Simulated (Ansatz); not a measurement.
# AlAs: levels with and without spin–orbit coupling

```
CELL_PARAMETERS angstrom
0.00000 2.83040 2.83040
2.83040 0.00000 2.83040
2.83040 2.83040 0.00000
ATOMIC_POSITIONS crystal
Al 0.00000 0.00000 0.00000
As 0.75000 0.75000 0.75000
```

Atom numbers follow the list: Al1, As2.

The cell is COD entry 1540257, as deposited and not checked against the literature; nothing was relaxed.

Levels of theory: DFT, PBE, all-electron LAPW, scalar-relativistic (Ansatz 0.2.0); DFT, PBE, all-electron LAPW, Dirac equation with spin-orbit coupling (Ansatz 0.2.0).

The runs use a Γ-centred 10×10×10 k mesh, Fermi–Dirac smearing of 0.05 eV, basis error target 0.5 meV/atom, no spin polarisation.

Levels between -6 and 4 eV, each run counted from its own valence-band top. Scalar levels are listed once for both spins; with the coupling every spinor state is counted. Levels near the edges of the range can cross them.

(1) At Γ (0.000, 0.000, 0.000) the scalar-relativistic levels are 0.00 (×3), 2.05. What are they with spin–orbit coupling?

(2) At K (-0.375, 0.000, 0.375) the scalar-relativistic levels are -5.17, -3.41, -1.80, 2.25. What are they with spin–orbit coupling?

(3) At W (-0.500, -0.250, 0.250) the scalar-relativistic levels are -5.08, -3.17, -2.82. What are they with spin–orbit coupling?

(4) Without the coupling the gap is 1.44 eV, indirect from Γ to X (-0.5, -0.5, 0). And with it?

Results:

(1) -0.30 (×2), 0.00 (×4), 1.96 (×2).

(2) -5.30, -5.24, -3.55, -3.46, -1.90 (×2), 2.14, 2.15.

(3) -5.22, -5.14, -3.34, -3.21, -2.91, -2.91.

(4) 1.35 eV, indirect from Γ to X (-0.5, -0.5, 0).
